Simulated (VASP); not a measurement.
# Au (P-1) in VASP: notebook

The runs below take Au through single point, relaxation of cell and atoms, with r2SCAN.

All numbers are computed with VASP 6.6.1; they aren't measurements. Logs are shortened: lines on timing, memory, paths and dates and some standing lists are left out, and cuts for length are marked.

### 1 The structure

The typed cell holds 2 atoms: a = 2.765 Å, b = 2.762 Å, c = 4.784 Å, α = 98.53°, β = 94.43°, γ = 83.79°.

This isn't the form of Au at room conditions, which is fcc.

### 2 Single point, r2SCAN

Input file POSCAR:

```
Au
1.0
    2.7494878394      0.1492422713      0.2485085653
    0.1368392598      2.7542433452      0.1580625402
   -0.7394356573     -0.9403287610      4.6315368921
Au
2
Direct
    0.2467393793      0.2453703332      0.7506484121
    0.7532606207      0.7546296668      0.2493515879
```

Input file INCAR.step1:

```
  PREC = Accurate
  ENCUT = 520
  ISMEAR = 0
  SIGMA = 0.1
  LREAL = F
  LASPH = T
  NELM = 100
  NBANDS = 18
  GGA = PE
  ALGO = Normal
  EDIFF = 1E-4
  LWAVE = T
  LCHARG = F
```

Input file INCAR.step2:

```
  PREC = Accurate
  ENCUT = 520
  EDIFF = 1E-6
  ISMEAR = 0
  SIGMA = 0.1
  LREAL = F
  LASPH = T
  NELM = 100
  ALGO = Normal
  ISIF = 2
  LWAVE = F
  LCHARG = T
  METAGGA = R2SCAN
  LMIXTAU = T
  LELF = T
  LVHAR = T
  NBANDS = 18
  ISTART = 1
```

Input file KPOINTS:

```
Automatic mesh
0
Gamma
  6 6 4
```

Potentials or basis: VASP PAW PBE potentials, release 64 (Au).

Launch:

```
$ cat potpaw_PBE.64/Au/POTCAR > POTCAR
$ cp INCAR.step1 INCAR
$ mpirun -np 1 vasp_std > vasp.out
$ cp INCAR.step2 INCAR
$ mpirun -np 1 vasp_std > vasp.out
```

OUTCAR:

```text
PREC = Accurate
   ENCUT = 520
   EDIFF = 1E-6
   ISMEAR = 0
   LREAL = F
   LASPH = T
   NELM = 100
   ISIF = 2
   METAGGA = R2SCAN
   ISTART = 1

 ion  position               nearest neighbor table
   1  0.247  0.245  0.751-   2 2.89   2 2.92   2 2.94   2 2.95   2 3.09   2 3.11   2 3.35   2 3.41

   2  0.753  0.755  0.249-   1 2.89   1 2.92   1 2.94   1 2.95   1 3.09   1 3.11   1 3.35   1 3.41

  LATTYP: Found a triclinic cell.
 ALAT       =     6.4395840698
 B/A-ratio  =     1.3379366335
 C/A-ratio  =     0.9034282686
 COS(alpha) =     0.0108016844
 COS(beta)  =     0.5456526858
 COS(gamma) =     0.8364655723

  Lattice vectors:

 A1 = (  -3.0231663590,  -5.6577289617,  -0.5646336457)
 A2 = (  -3.7626020163,  -6.5980577227,   4.0669032464)
 A3 = (  -2.1468914419,  -1.9631568555,  -5.0381079976)

Analysis of symmetry for initial positions (statically):
=====================================================================
 Subroutine PRICEL returns:
 Original cell was already a primitive cell.

 Routine SETGRP: Setting up the symmetry group for a
 triclinic supercell.

 Subroutine GETGRP returns: Found  2 space group operations
 (whereof  2 operations were pure point group operations)
 out of a pool of  2 trial point group operations.

The static configuration has the point symmetry S_2 .

Analysis of symmetry for dynamics (positions and initial velocities):
=====================================================================
 Subroutine PRICEL returns:
 Original cell was already a primitive cell.

 Routine SETGRP: Setting up the symmetry group for a
 triclinic supercell.

 Subroutine GETGRP returns: Found  2 space group operations
 (whereof  2 operations were pure point group operations)
 out of a pool of  2 trial point group operations.

The dynamic configuration has the point symmetry S_2 .

 Subroutine INISYM returns: Found  2 space group operations
 (whereof  2 operations are pure point group operations),
 and found     1 'primitive' translations

----------------------------------------------------------------------------------------

                                     Primitive cell

  volume of cell :      35.8443

  direct lattice vectors                    reciprocal lattice vectors
     2.749487839  0.149242271  0.248508565     0.360029916 -0.020942067  0.053227802
     0.136839260  2.754243345  0.158062540    -0.025803309  0.360395387  0.069050570
    -0.739435657 -0.940328761  4.631536892    -0.018437072 -0.011175713  0.210698554

  length of vectors
     2.764726594  2.762166750  4.783525609     0.364545347  0.367856803  0.211798732

  position of ions in fractional coordinates (direct lattice)
     0.246739379  0.245370333  0.750648412
     0.753260621  0.754629667  0.249351588

  ion indices of the primitive-cell ions
   primitive index   ion index
                 1           1
                 2           2

----------------------------------------------------------------------------------------

 KPOINTS: Automatic mesh

Automatic generation of k-mesh.
 Grid dimensions read from file:
 generate k-points for:    6    6    4

 Generating k-lattice:

  Cartesian coordinates                     Fractional coordinates (reciprocal lattice)
     0.060004986 -0.003490345  0.008871300     0.166666667  0.000000000 -0.000000000
    -0.004300551  0.060065898  0.011508428     0.000000000  0.166666667  0.000000000
    -0.004609268 -0.002793928  0.052674639    -0.000000000  0.000000000  0.250000000

  Length of vectors
     0.060757558  0.061309467  0.052949683

  Shift w.r.t. Gamma in fractional coordinates (k-lattice)
     0.000000000  0.000000000  0.000000000

 Subroutine IBZKPT returns following result:
 ===========================================

 Found     76 irreducible k-points:

 Following reciprocal coordinates:
            Coordinates               Weight
  0.000000  0.000000  0.000000      1.000000
  0.166667  0.000000 -0.000000      2.000000
  0.333333  0.000000 -0.000000      2.000000
  0.500000 -0.000000 -0.000000      1.000000
  0.000000  0.166667  0.000000      2.000000
  0.166667  0.166667  0.000000      2.000000
[... 16 lines left out ...]
  0.333333  0.000000  0.250000      2.000000
  0.500000  0.000000  0.250000      2.000000
 [... further k-points ...]
   k-points           NKPTS =     76   k-points in BZ     NKDIM =     76   number of bands    NBANDS=     18
   number of dos      NEDOS =    301   number of ions     NIONS =      2
   total plane-waves  NPLWV =  20736
   dimension x,y,z NGX =    24 NGY =   24 NGZ =   36
   dimension x,y,z NGXF=    48 NGYF=   48 NGZF=   72
   ions per type =               2
   NGX,Y,Z   is equivalent  to a cutoff of  14.43, 14.44, 12.51 a.u.
   NGXF,Y,Z  is equivalent  to a cutoff of  28.86, 28.89, 25.02 a.u.
 SYSTEM =  unknown system
   PREC   = accura    normal or accurate (medium, high low for compatibility)
   ISTART =      1    job   : 0-new  1-cont  2-samecut
   ICHARG =      0    charge: 1-file 2-atom 10-const
   ISPIN  =      1    spin polarized calculation?
   LNONCOLLINEAR =      F non collinear calculations
   LSORBIT =      F    spin-orbit coupling
   LASPH  =      T    aspherical Exc in radial PAW
   ENCUT  =  520.0 eV  38.22 Ry    6.18 a.u.   5.14  5.14  8.89*2*pi/ulx,y,z
   NELM   =    100;   NELMIN=  2; NELMDL=  0     # of ELM steps
   EDIFF  = 0.1E-05   stopping-criterion for ELM
   LREAL  =      F    real-space projection
   EDIFFG = 0.1E-04   stopping-criterion for IOM
   NSW    =      0    number of steps for IOM
   IBRION =     -1    ionic relax: 0-MD 1-quasi-New 2-CG
   NFREE  =      0    steps in history (QN), initial steepest desc. (CG)
   ISIF   =      2    stress and relaxation
   ISYM   =      2    0-nonsym 1-usesym 2-fastsym
   POTIM  = 0.5000    time-step for ionic-motion
   TEBEG  =    0.0;   TEEND  =   0.0 temperature during run
   PSTRESS=    0.0 pullay stress
   NELECT =      22.0000    total number of electrons
   NUPDOWN=      -1.0000    fix difference up-down
   EMIN   =  10.00;   EMAX   =-10.00  energy-range for DOS
   EFERMI =   0.00;   METHOD = LEGACY
   ISMEAR =     0;   SIGMA  =   0.10  broadening in eV -4-tet -1-fermi 0-gaus
   EFERMI_NEDOS =   21; number of points for ismear=-14 and -15
   IALGO  =     38    algorithm
   IMIX   =      4    mixing-type and parameters
     AMIX     =   0.40;   BMIX     =  1.00
     AMIX_MAG =   1.60;   BMIX_MAG =  1.00
  volume/ion in A,a.u.               =      17.92       120.94
  Fermi-wavevector in a.u.,A,eV,Ry     =   1.391263  2.629105 26.335598  1.935612
  Thomas-Fermi vector in A             =   2.515119
   LORBIT       =      0    0 simple, 1 ext, 2 COOP (PROOUT), +10 PAW based schemes
   METAGGA = R2SCAN    functional components
   LHFCALC =     F    Hartree Fock is set to
   AEXX    =    0.0000 exact exchange contribution
   IVDW    =     0    specifies the selected vdW correction
   LEPSILON=     F    determine dielectric tensor
   LRPA    =     F    only Hartree local field effects (RPA)
 non-spin polarized calculation
 Gauss-broadening in eV      SIGMA  =   0.10
  energy-cutoff  :      520.00
  volume of cell :       35.84
 maximum number of plane-waves:       982
 NGX is ok and might be reduce to    24
   NGX = 11   NGY = 11   NGZ = 17

 number of electron      22.0000002 magnetization

 Free energy of the ion-electron system (eV)
  ---------------------------------------------------
  ext. energy  EPLUGINS =         0.00000000
  ---------------------------------------------------
  free energy    TOTEN  =      -101.13191235 eV

  energy without entropy =     -101.13009505  energy(sigma->0) =     -101.13100370

 E-fermi :   8.7307     XC(G=0): -13.2481

 val. band max:        8.6542653810   @ k =   0.3333   0.1667   0.2500
 cond. band min:       8.7430847731   @ k =  -0.0000   0.5000   0.2500
 fundamental gap:      0.0888193921
 Fermi energy:         8.7307306621

 k-point     1 :       0.0000    0.0000    0.0000
  band No.  band energies     occupation
      1      -1.0408      2.00000
      2       1.3049      2.00000
      3       1.7677      2.00000
      4       2.5378      2.00000
      5       3.8459      2.00000
      6       4.3986      2.00000
[... 10 lines left out ...]
     17      24.9355      0.00000
     18      28.2368      0.00000

 k-point     2 :       0.1667    0.0000   -0.0000
  band No.  band energies     occupation
      1      -0.3244      2.00000
      2       1.7349      2.00000
      3       2.2603      2.00000
      4       2.8266      2.00000
      5       3.9409      2.00000
      6       4.3193      2.00000
[... 10 lines left out ...]
     17      25.0008      0.00000
     18      26.2106      0.00000

 k-point     3 :       0.3333    0.0000   -0.0000
  band No.  band energies     occupation
      1       1.2951      2.00000
      2       2.1475      2.00000
      3       3.1755      2.00000
      4       3.3751      2.00000
      5       3.4228      2.00000
      6       3.7475      2.00000
[... 10 lines left out ...]
     17      25.5865      0.00000
     18      27.0352      0.00000

 k-point     4 :       0.5000   -0.0000   -0.0000
  band No.  band energies     occupation
      1       2.2568      2.00000
      2       2.2576      2.00000
      3       2.9235      2.00000
      4       2.9683      2.00000
      5       3.8661      2.00000
      6       3.9248      2.00000
[... 375 lines left out ...]
      4       2.7384      2.00000
      5       3.7302      2.00000
      6       4.1618      2.00000
[... 10 lines left out ...]
     17      24.6269      0.00000
     18      25.9825      0.00000

 k-point    23 :       0.3333    0.0000    0.2500
  band No.  band energies     occupation
      1       1.3862      2.00000
      2       2.0271      2.00000
      3       2.7661      2.00000
      4       3.0485      2.00000
      5       4.2024      2.00000
      6       4.3494      2.00000
[... 10 lines left out ...]
     17      25.9804      0.00000
     18      26.7008      0.00000

 k-point    24 :       0.5000    0.0000    0.2500
  band No.  band energies     occupation
      1       1.6744      2.00000
      2       1.7697      2.00000
      3       2.5861      2.00000
      4       3.0580      2.00000
      5       4.6625      2.00000
      6       4.9321      2.00000
[... 10 lines left out ...]
     17      24.7723      0.00000
     18      26.8521      0.00000

 [... further k-points ...]

------------------------ aborting loop because EDIFF is reached ----------------------------------------

  FORCE on cell =-STRESS in cart. coord.  units (eV):
  Direction    XX          YY          ZZ          XY          YZ          ZX
  --------------------------------------------------------------------------------------
  -------------------------------------------------------------------------------------
  Total        0.0495659      0.0894223      0.0506630     -0.0003017      0.0220156      0.0097159
  in kB        2.2155095      3.9970218      2.2645510     -0.0134856      0.9840607      0.4342844
  external PRESSURE =       2.8256941 kB  Pullay stress =       0.0000000 kB

 VOLUME and BASIS-vectors are now :
 -----------------------------------------------------------------------------
  energy-cutoff  :      520.00
  volume of cell :       35.84
      direct lattice vectors                 reciprocal lattice vectors
     2.749487839  0.149242271  0.248508565     0.360029916 -0.020942067  0.053227802
     0.136839260  2.754243345  0.158062540    -0.025803309  0.360395387  0.069050570
    -0.739435657 -0.940328761  4.631536892    -0.018437072 -0.011175713  0.210698554

 POSITION                                       TOTAL-FORCE (eV/Angst)
 -----------------------------------------------------------------------------------
      0.15693      0.00678      3.57676         0.009103      0.000039      0.005246
      1.98996      1.95638      1.46135        -0.009103     -0.000039     -0.005246
 -----------------------------------------------------------------------------------
    total drift:                                0.000000      0.000000     -0.000000

  FREE ENERGIE OF THE ION-ELECTRON SYSTEM (eV)
  ---------------------------------------------------
  free  energy   TOTEN  =      -101.1319123549 eV

  energy  without entropy=     -101.1300950527  energy(sigma->0) =     -101.13100370
```

Run time: 83 s. Hardware: 1 thread of Intel Xeon Platinum 8488C (Sapphire Rapids), shared host; peak memory 0.18 GiB.

What came out:

```yaml
Free_energy: -101.1319 eV
Pressure: 0.3 GPa
Largest_force: 0.011 eV/Å
Band_gap_on_the_k_mesh: none (metal or under the smearing width)
```

Forces on the atoms (eV/Å):
```
Au   0.009  0.000  0.005
Au  -0.009  0.000 -0.005
```

Levels at points of the mesh, in eV from the Fermi level:
```csv
k point,band 8,band 9,band 10,band 11,band 12,band 13,band 14,band 15
"(0.00, 0.00, 0.00)",-2.74,-2.65,-2.33,-2.08,-0.59,2.78,12.68,13.18
"(0.50, 0.00, 0.00)",-3.80,-3.15,-3.11,0.36,0.41,5.94,6.04,9.07
"(0.00, 0.50, 0.00)",-3.81,-3.20,-3.12,0.42,0.47,5.19,5.35,9.99
"(0.50, 0.50, 0.00)",-2.25,-1.37,-1.37,1.53,3.50,5.99,6.24,8.09
"(0.00, 0.00, 0.50)",-3.39,-3.27,-3.25,-2.65,-2.62,11.58,11.66,15.33
"(0.50, 0.00, 0.50)",-2.53,-2.02,-1.98,-0.92,-0.34,2.58,3.46,11.73
"(0.00, 0.50, 0.50)",-2.36,-2.26,-1.88,-1.18,0.14,2.09,4.21,10.43
"(0.50, 0.50, 0.50)",-3.70,-1.38,-1.36,4.24,4.44,6.73,6.83,7.35
```

Caveat: the k mesh is coarse (spacing up to 0.39 Å⁻¹), so the values aren't converged; the PAW data sets were made with another functional, which shifts forces and pressure a little. The run has no spin-orbit coupling, so splittings on Au are missing.

(Part 1 of 2 ends here.)
